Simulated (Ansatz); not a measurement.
# CoPtO2 (R-3m) in Ansatz: a series of runs

One crystal, CoPtO2, is run at these levels: LDA; tasks: single point, equation of state.

Program: Ansatz 0.2.0. These are calculated values, not measurements. Logs are shortened: lines on timing, memory, paths and dates and some standing lists are left out, and cuts for length are marked.

### Step 1. The structure

Symmetry: R-3m, No. 166, trigonal system. The conventional cell has a = 2.825 Å, b = 2.825 Å, c = 17.818 Å, α = 90.00°, β = 90.00°, γ = 120.00°. Around Pt (site symmetry -3m) lie 2 O at 2.00 Å. Around Co (site symmetry -3m) lie 6 O at 1.90 Å. Around O (site symmetry 3m) lie 3 Co at 1.90 Å and 1 Pt at 2.00 Å.

The cell is a database's computed one.

### Step 2. Single point, LDA, collinear spin, ferromagnetic start, 9.64 Å³/atom (volume scaled by 0.94)

Input file input.yaml:

```yaml
crystal:
  lattice:
    - [1.3834399927, 0.7987294522, 5.8181430658]
    - [-1.3834399927, 0.7987294522, 5.8181430658]
    - [0.0, -1.5974589044, 5.8181430658]
  atoms:
    - { symbol: Pt, position: [0.0, 0.0, 0.0] }
    - { symbol: Co, position: [0.5, 0.5, 0.5], spin: 2.0 }
    - { symbol: O, position: [0.11224403, 0.11224403, 0.11224403] }
    - { symbol: O, position: [0.88775597, 0.88775597, 0.88775597] }
kpoints:
  mp_grid: { grid: [11, 11, 11] }
scf:
  occupations: { method: fermi_dirac, width: 0.05 }
hamiltonian:
  xc: lda
  pseudopotentials: { kind: all_electron, lapw: { basis_error: 0.002 } }
magnetization:
  spin_polarized: true
output:
  forces: true
  stress: true
  eigenvalues: true
```

Potentials or basis: all-electron LAPW, scalar-relativistic.

The run is started by

```sh
> ansatz run input.yaml --threads 4 --pin off --max-ram 12288MiB --backend cpu --events-out ev --progress --plain --runs-dir out
```

The log of the run:

```text
Warning: RAYON_NUM_THREADS=4 ignored (pool sized by the plan → 4); use --threads N
LAPW: plane waves up to 10.815 Å⁻¹, error target 2.0e-3 eV per atom; small_component_spin mean_spin; O in spheres of 0.833 Å, 8 of its electrons in bands, Dirac shells []; Co in spheres of 1.025 Å, 17 of its electrons in bands, Dirac shells []; Pt in spheres of 1.095 Å, 48 of its electrons in bands, Dirac shells [] (how accurate: hamiltonian.pseudopotentials.lapw.basis_error, Limitations)
Engine: ansatz 0.2.0, x86_64-unknown-linux-gnu
Pseudopotentials: kind: all_electron
Pseudopotential: Pt, LAPW, valence charge 48, lapw/all_electron/scalar/gaussian/Pt, Koelling and Harmon's equation, gaussian nucleus
Pseudopotential: Co, LAPW, valence charge 17, lapw/all_electron/scalar/gaussian/Co, Koelling and Harmon's equation, gaussian nucleus
Pseudopotential: O, LAPW, valence charge 8, lapw/all_electron/scalar/gaussian/O, Koelling and Harmon's equation, gaussian nucleus
Functional definition: SPW92
  exchange = slater_x
  correlation = pw_c
Crystal: 4 atoms, lattice volume = 38.574 Å³
Basis set: ecut = 445.64448635932206 eV, 849 PW (Γ), FFT grids on a1−a3, a2−a3, a3, exchange–correlation at level 2
Bands: 50, of which v1, the nominal top of the filled ones, is band 41 counted from 1 (40 counted from 0)
Symmetry: 12 space group operations
Space group: R-3m (ITA 166), of the structure as read, at distance tolerance 3.4e-5 Å
Magnetic group: BNS 166.97 (UNI 1327), of the structure as read, at distance tolerance 3.4e-5 Å
k-points: 146 of 1331
Non-local potential: Pt, projectors of the file, none
Non-local potential: Co, projectors of the file, none
Non-local potential: O, projectors of the file, none
Initial density: superposition of atomic densities (chi_scale 0.1, normalization cell, long waves kept (reshape's long-wave potential 0.61 eV rms))
Starting moments: Σ|m| = 2 μB on 1 of 4 sites
[... 26 lines left out ...]
SCF converged after 16 iterations
Magnetization: -0.0000 μB (40.5000 up, 40.5000 down)
Absolute magnetization: 0.0000 μB (∫|ρ↑−ρ↓|)
Spin contamination: 0.0000 ħ² per cell (⟨S²⟩ above its minimum at these occupations)
Per-site moments (μB) at R_I (Å): [(2.874720905765571e-7, 1.0952692755710227), (-8.100296220447945e-7, 1.0250686967966722), (2.263947851410819e-7, 0.8334832573741158), (2.263947851410819e-7, 0.8334832573741158)]
Free energy (F): -542605.059419 eV
Harris-Foulkes:  -542605.059419 eV  (|F-HF|=3.61e-9)
Internal energy: -542605.056713 eV  (E = F + TS)
E sigma→0 (E₀):  -542605.058066 eV
Entropy (-TS):   -0.002706 eV (-0.676 meV/atom)
Fermi energy:    20.110161 eV
--- Per-component energies (eV) ---
  E_band       = -8728.498717
  E_kinetic    = 610879.216727
  E_xc         = -11414.988916
  E_electrostatic = -1142069.284524  (all electrons and nuclei)
  E_smearing   = -0.002706  (= −TS)
  E_closure    = 0.000000  (closes the sum)
  E_atoms      = -542572.708476  (free atoms, spherical and without spin; not in F)
  Σ components = -542605.059419   (vs F -542605.059419, Δ=0.00e0)
  Basis errors (estimates in eV, not in F): energy 8.6e-4 per atom: plane waves 7.7e-4 (4.6e-4 summed), levels above the bands 2.6e-129, relativity 2.0e-8, radial functions 8.1e-5, core shells 1.7e-6; eigenvalues (radial functions only) 5.1e-6; not estimated: angular momenta, meshes, grids; target (lapw.basis_error) 2.0e-3; muffin-tin radii O 0.833 Å, Co 1.025 Å, Pt 1.095 Å
--- Forces (eV/Å), atoms counted from 1 ---
  atom   1  Pt    -0.00000000     0.00000000    -0.00000000
  atom   2  Co    -0.00000000     0.00000000     0.00000000
  atom   3  O      0.00000000     0.00000000    -0.01995297
  atom   4  O      0.00000000    -0.00000000     0.01995297
  max |Σ_I F_I| component: 6.94e-18 eV/Å
--- Stress (GPa, compression-positive) ---
        4.939617       0.000000       0.000000
        0.000000       4.939617       0.000000
        0.000000       0.000000       5.970334
  P = ⅓ Tr σ = 5.2832 GPa (52.832 kbar)
--- Band table (eV; the first three rows and the last of 292) ---
  k-point 0 ↑: bands = ["-495.5484", "-495.3782", "-495.3782", "-483.9471", "-483.9471", "-283.5116", "-283.3110", "-283.3110", "-283.2554", "-283.2554", "-78.9952", "-74.9966", "-47.7106", "-47.6262", "-47.6262", "-47.4647", "-47.4647", "-47.4570", "-47.4534", "-38.7040", "-38.7040", "-38.6851", "-33.5397", "-32.7455", "-32.7455", "-2.0721", "0.1623", "9.5449", "12.3316", "12.8675", "12.8675", "15.0433", "16.3936", "16.3936", "16.5300", "16.5300", "17.9607", "17.9607", "18.2818", "18.2818", "18.4412", "22.0143", "22.0143", "23.1648", "25.3763", "29.4086", "31.5684", "35.5689", "37.4724", "37.4724"]
  k-point 1 ↑: bands = ["-495.5484", "-495.3782", "-495.3782", "-483.9471", "-483.9471", "-283.5116", "-283.3110", "-283.3110", "-283.2554", "-283.2554", "-78.9934", "-74.9958", "-47.7105", "-47.6263", "-47.6262", "-47.4647", "-47.4647", "-47.4569", "-47.4536", "-38.7125", "-38.7060", "-38.6838", "-33.5361", "-32.7749", "-32.7527", "-1.9611", "0.1698", "9.6782", "12.5615", "12.5912", "12.9180", "15.2943", "15.8363", "16.0813", "16.4188", "16.7765", "17.8208", "18.0081", "18.2517", "18.4698", "18.5033", "21.8131", "21.9242", "23.2880", "25.9177", "29.6423", "32.0198", "35.8069", "36.4430", "37.8149"]
  k-point 2 ↑: bands = ["-495.5484", "-495.3782", "-495.3782", "-483.9471", "-483.9471", "-283.5116", "-283.3110", "-283.3110", "-283.2554", "-283.2554", "-78.9886", "-74.9935", "-47.7104", "-47.6266", "-47.6263", "-47.4647", "-47.4645", "-47.4564", "-47.4543", "-38.7351", "-38.7113", "-38.6802", "-33.5265", "-32.8534", "-32.7721", "-1.6489", "0.1862", "10.0341", "12.0331", "13.0535", "13.1584", "14.7749", "15.5285", "15.5699", "16.2164", "17.3115", "17.4043", "17.9987", "18.2883", "18.7122", "18.8869", "21.4085", "21.7025", "23.5257", "27.1714", "30.2850", "33.1371", "34.7900", "35.3777", "37.2144"]
  k-point 145 ↓: bands = ["-495.5484", "-495.3782", "-495.3782", "-483.9471", "-483.9471", "-283.5116", "-283.3110", "-283.3110", "-283.2554", "-283.2554", "-78.9934", "-74.9958", "-47.7105", "-47.6263", "-47.6262", "-47.4647", "-47.4647", "-47.4569", "-47.4536", "-38.7125", "-38.7060", "-38.6837", "-33.5362", "-32.7749", "-32.7527", "-1.6664", "-0.3116", "11.4262", "11.9220", "12.7769", "13.0677", "13.5589", "15.1157", "15.4737", "16.3878", "16.7608", "18.0145", "18.1117", "18.9511", "19.2918", "19.3157", "21.2870", "21.4482", "24.2992", "25.1149", "29.1009", "32.1827", "35.7068", "37.8690", "37.9929"]
```

Run time: 1.7 min. Hardware: 4 threads of Intel Xeon Platinum 8375C at 2.90GHz (Ice Lake), shared host; peak memory 1.9 GiB.

Results:

| Quantity | Value |
| --- | --- |
| Free energy | -542605.0594 eV |
| Pressure | 5.3 GPa |
| Largest force | 0.020 eV/Å |
| Band gap on the k mesh | none (metal or under the smearing width) |
| Net moment | 0.00 μB per cell |
| Absolute moment | 0.00 μB per cell |

Caveat: the starting moments collapsed, and a magnetic state may lie lower; semilocal functionals often make such compounds metallic where correlation or magnetic order opens a gap, which also shifts bond lengths; the starting moments weren't kept.

### Step 3. Single point, LDA, collinear spin, ferromagnetic start, 9.85 Å³/atom (volume scaled by 0.96)

input.yaml, as its differences from that of step 2:

```diff
@@ -2,5 +2,5 @@
   lattice:
-    - [1.3834399927, 0.7987294522, 5.8181430658]
-    - [-1.3834399927, 0.7987294522, 5.8181430658]
-    - [0.0, -1.5974589044, 5.8181430658]
+    - [1.3931828489, 0.8043544928, 5.8591172543]
+    - [-1.3931828489, 0.8043544928, 5.8591172543]
+    - [0.0, -1.6087089856, 5.8591172543]
   atoms:
```

Potentials or basis: all-electron LAPW, scalar-relativistic.

The run is started by

```sh
> ansatz run input.yaml --threads 4 --pin off --max-ram 12288MiB --backend cpu --events-out ev --progress --plain --runs-dir out
```

Run time: 1.7 min. Hardware: 4 threads of Intel Xeon Platinum 8375C at 2.90GHz (Ice Lake), shared host; peak memory 1.9 GiB.

The run converged. Its results:

```
Free energy            : -542605.0693 eV
Pressure               : -1.3 GPa
Largest force          : 0.019 eV/Å
Band gap on the k mesh : none (metal or under the smearing width)
Net moment             : 0.00 μB per cell
Absolute moment        : 0.00 μB per cell
```

Caveat: the starting moments collapsed, and a magnetic state may lie lower; semilocal functionals often make such compounds metallic where correlation or magnetic order opens a gap, which also shifts bond lengths; the starting moments weren't kept.

### Step 4. Single point, LDA, collinear spin, ferromagnetic start, 10.05 Å³/atom (volume scaled by 0.98)

input.yaml, as its differences from that of step 3:

```diff
@@ -2,5 +2,5 @@
   lattice:
-    - [1.3931828489, 0.8043544928, 5.8591172543]
-    - [-1.3931828489, 0.8043544928, 5.8591172543]
-    - [0.0, -1.6087089856, 5.8591172543]
+    - [1.4027913101, 0.8099019405, 5.8995262364]
+    - [-1.4027913101, 0.8099019405, 5.8995262364]
+    - [0.0, -1.619803881, 5.8995262364]
   atoms:
```

The run is started by

```sh
> ansatz run input.yaml --threads 4 --pin off --max-ram 12288MiB --backend cpu --events-out ev --progress --plain --runs-dir out
```

Run time: 2 min. Hardware: 4 threads of Intel Xeon Platinum 8375C at 2.90GHz (Ice Lake), shared host; peak memory 1.9 GiB.

It converged, with:

```
Free energy            : -542605.0475 eV
Pressure               : -7.1 GPa
Largest force          : 0.057 eV/Å
Band gap on the k mesh : none (metal or under the smearing width)
Net moment             : 0.00 μB per cell
Absolute moment        : 0.00 μB per cell
```

Caveat: the starting moments collapsed, and a magnetic state may lie lower; semilocal functionals often make such compounds metallic where correlation or magnetic order opens a gap, which also shifts bond lengths; the starting moments weren't kept.

### Step 5. Single point, LDA, collinear spin, ferromagnetic start, 10.26 Å³/atom

input.yaml, as its differences from that of step 4:

```diff
@@ -2,5 +2,5 @@
   lattice:
-    - [1.4027913101, 0.8099019405, 5.8995262364]
-    - [-1.4027913101, 0.8099019405, 5.8995262364]
-    - [0.0, -1.619803881, 5.8995262364]
+    - [1.4122699173, 0.8153744169, 5.9393891094]
+    - [-1.4122699173, 0.8153744169, 5.9393891094]
+    - [0.0, -1.6307488338, 5.9393891094]
   atoms:
```

The run is started by

```sh
> ansatz run input.yaml --threads 4 --pin off --max-ram 12288MiB --backend cpu --events-out ev --progress --plain --runs-dir out
```

It took 2.3 min on 4 threads of Intel Xeon Platinum 8375C at 2.90GHz (Ice Lake), shared host; peak memory 1.9 GiB.

Results (log left out):

```yaml
Free_energy: -542604.9977 eV
Pressure: -12.2 GPa
Largest_force: 0.094 eV/Å
Band_gap_on_the_k_mesh: none (metal or under the smearing width)
Net_moment: 0.00 μB per cell
Absolute_moment: 0.00 μB per cell
```

Caveat: the starting moments collapsed, and a magnetic state may lie lower; semilocal functionals often make such compounds metallic where correlation or magnetic order opens a gap, which also shifts bond lengths; the starting moments weren't kept.

### Step 6. Single point, LDA, collinear spin, ferromagnetic start, 10.46 Å³/atom (volume scaled by 1.02)

input.yaml, as its differences from that of step 5:

```diff
@@ -2,5 +2,5 @@
   lattice:
-    - [1.4122699173, 0.8153744169, 5.9393891094]
-    - [-1.4122699173, 0.8153744169, 5.9393891094]
-    - [0.0, -1.6307488338, 5.9393891094]
+    - [1.4216229708, 0.8207744048, 5.9787239584]
+    - [-1.4216229708, 0.8207744048, 5.9787239584]
+    - [0.0, -1.6415488097, 5.9787239584]
   atoms:
```

Potentials or basis: all-electron LAPW, scalar-relativistic.

The run is started by

```sh
> ansatz run input.yaml --threads 4 --pin off --max-ram 12288MiB --backend cpu --events-out ev --progress --plain --runs-dir out
```

Wall time 2.1 min (4 threads of Intel Xeon Platinum 8375C at 2.90GHz (Ice Lake), shared host); peak memory 1.9 GiB.

Results (log left out):

| Item | Value |
| --- | --- |
| Free energy | -542604.9231 eV |
| Pressure | -16.8 GPa |
| Largest force | 0.129 eV/Å |
| Band gap on the k mesh | none (metal or under the smearing width) |
| Net moment | 0.00 μB per cell |
| Absolute moment | 0.00 μB per cell |

Caveat: the starting moments collapsed, and a magnetic state may lie lower; semilocal functionals often make such compounds metallic where correlation or magnetic order opens a gap, which also shifts bond lengths; the starting moments weren't kept.

### Step 7. Single point, LDA, collinear spin, ferromagnetic start, 10.67 Å³/atom (volume scaled by 1.04)

input.yaml, as its differences from that of step 6:

```diff
@@ -2,5 +2,5 @@
   lattice:
-    - [1.4216229708, 0.8207744048, 5.9787239584]
-    - [-1.4216229708, 0.8207744048, 5.9787239584]
-    - [0.0, -1.6415488097, 5.9787239584]
+    - [1.4308545474, 0.8261042581, 6.0175479291]
+    - [-1.4308545474, 0.8261042581, 6.0175479291]
+    - [0.0, -1.6522085162, 6.0175479291]
   atoms:
```

The run is started by

```sh
> ansatz run input.yaml --threads 4 --pin off --max-ram 12288MiB --backend cpu --events-out ev --progress --plain --runs-dir out
```

Wall time 2 min (4 threads of Intel Xeon Platinum 8375C at 2.90GHz (Ice Lake), shared host); peak memory 1.8 GiB.

Results (log left out):

```yaml
Free_energy: -542604.8269 eV
Pressure: -20.8 GPa
Largest_force: 0.164 eV/Å
Band_gap_on_the_k_mesh: none (metal or under the smearing width)
Net_moment: 0.00 μB per cell
Absolute_moment: 0.00 μB per cell
```

Caveat: the starting moments collapsed, and a magnetic state may lie lower; semilocal functionals often make such compounds metallic where correlation or magnetic order opens a gap, which also shifts bond lengths; the starting moments weren't kept.

### Step 8. Single point, LDA, collinear spin, ferromagnetic start, 10.87 Å³/atom (volume scaled by 1.06)

input.yaml, as its differences from that of step 7:

```diff
@@ -2,5 +2,5 @@
   lattice:
-    - [1.4308545474, 0.8261042581, 6.0175479291]
-    - [-1.4308545474, 0.8261042581, 6.0175479291]
-    - [0.0, -1.6522085162, 6.0175479291]
+    - [1.4399685164, 0.8313662105, 6.0558772933]
+    - [-1.4399685164, 0.8313662105, 6.0558772933]
+    - [0.0, -1.6627324211, 6.0558772933]
   atoms:
```

The run is started by

```sh
> ansatz run input.yaml --threads 4 --pin off --max-ram 12288MiB --backend cpu --events-out ev --progress --plain --runs-dir out
```

Run time: 2.1 min. Hardware: 4 threads of Intel Xeon Platinum 8375C at 2.90GHz (Ice Lake), shared host; peak memory 1.8 GiB.

It converged, with:

```
Free energy            : -542604.7112 eV
Pressure               : -24.3 GPa
Largest force          : 0.197 eV/Å
Band gap on the k mesh : none (metal or under the smearing width)
Net moment             : 0.00 μB per cell
Absolute moment        : 0.00 μB per cell
```

Caveat: the starting moments collapsed, and a magnetic state may lie lower; semilocal functionals often make such compounds metallic where correlation or magnetic order opens a gap, which also shifts bond lengths; the starting moments weren't kept.

### Step 9. Equation of state, LDA, collinear spin, ferromagnetic start

Potentials or basis: all-electron LAPW, scalar-relativistic.

This step only gathers the single runs of the series.

Results:

| Item | Value |
| --- | --- |
| Equilibrium volume | 9.81 Å³/atom |
| Bulk modulus at fixed shape and positions | 303 GPa |
| Pressure derivative of the bulk modulus | 4.9 |

Energy against volume, from the lowest point:
```
volume (Å³/atom)  energy (meV/atom)
           9.644               2.47
           9.849               0.00
          10.054               5.45
          10.259              17.90
          10.464              36.54
          10.669              60.60
          10.875              89.51
```

Caveat: the cell was scaled at fixed shape and fractional positions, which overstates the stiffness of a crystal with free parameters, most of all of layers and chains; the starting moments weren't kept.
